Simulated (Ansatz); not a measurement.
# HfO2 (CdI2 type): the cost of one run

Program: Ansatz 0.2.0. Level of theory: DFT PBE, with the methods named in each step. These are calculated values, not measurements.

### 1 The starting structure

Symmetry: P-3m1, No. 164, trigonal system. Conventional cell: a = 3.252 Å, b = 3.252 Å, c = 5.580 Å, α = 90.00°, β = 90.00°, γ = 120.00°. Hf (site symmetry -3m) is surrounded by 6 O at 2.11 Å. O (site symmetry 3m) has 3 Hf at 2.11 Å as nearest neighbours.

As a file:

```cif
data_structure
_symmetry_space_group_name_H-M 'P-3m1'
_symmetry_Int_Tables_number 164
_cell_length_a 3.2523
_cell_length_b 3.2523
_cell_length_c 5.5797
_cell_angle_alpha 90.000
_cell_angle_beta 90.000
_cell_angle_gamma 120.000
_cell_volume 51.11
loop_
_atom_site_label
_atom_site_type_symbol
_atom_site_symmetry_multiplicity
_atom_site_Wyckoff_symbol
_atom_site_fract_x
_atom_site_fract_y
_atom_site_fract_z
_atom_site_occupancy
Hf1 Hf 1 a 0.00000 0.00000 0.00000 1
O1 O 2 d 0.33333 0.66667 0.17381 1
```

The file gives the conventional cell by its symmetry; the runs use the cell typed in the input.

Whether this phase is the stable one at these pressures isn't tested.

Atoms are numbered in the order of the input: Hf1, O2, O3.

### 2 The reference volume, LAPW

File input.yaml:

```yaml
crystal:
  lattice:
    - [3.2523076725, 0.0, 0.0]
    - [-1.6261538363, 2.8165810653, 0.0]
    - [0.0, 0.0, 5.5797322644]
  atoms:
    - { symbol: Hf, position: [0.0, 0.0, 0.0] }
    - { symbol: O, position: [0.3333333333, 0.6666666667, 0.1738101705] }
    - { symbol: O, position: [0.6666666667, 0.3333333333, 0.8261898295] }
kpoints:
  mp_grid: { grid: [13, 13, 7] }
  band_path:
    path:
      - [0.0, 0.0, 0.0]
      - [0.5, 0.0, 0.0]
      - [0.3333333333, 0.3333333333, 0.0]
      - [0.0, 0.0, 0.0]
      - [0.0, 0.0, 0.5]
      - [0.5, 0.0, 0.5]
      - [0.3333333333, 0.3333333333, 0.5]
      - [0.0, 0.0, 0.5]
      - [0.5, 0.0, 0.5]
    npoints: 14
scf:
  occupations: { method: fermi_dirac, width: 0.08 }
hamiltonian:
  xc: pbe
  pseudopotentials: { kind: all_electron, lapw: { basis_error: 0.001 } }
output:
  forces: true
  stress: true
  eigenvalues: true
  populations: true
  dos: { projected: true, de: 0.2, e_range: [-14, 8] }
```

Launch:

```console
$ ansatz run input.yaml --threads 1 --pin off --max-ram 3072MiB --backend cpu --events-out ev --progress --plain --runs-dir out
```

What time and memory should one allow on 1 thread of Intel Xeon Platinum 8375C at 2.90GHz (Ice Lake), shared host?

About 1.9 min, with a peak of 1 GiB.
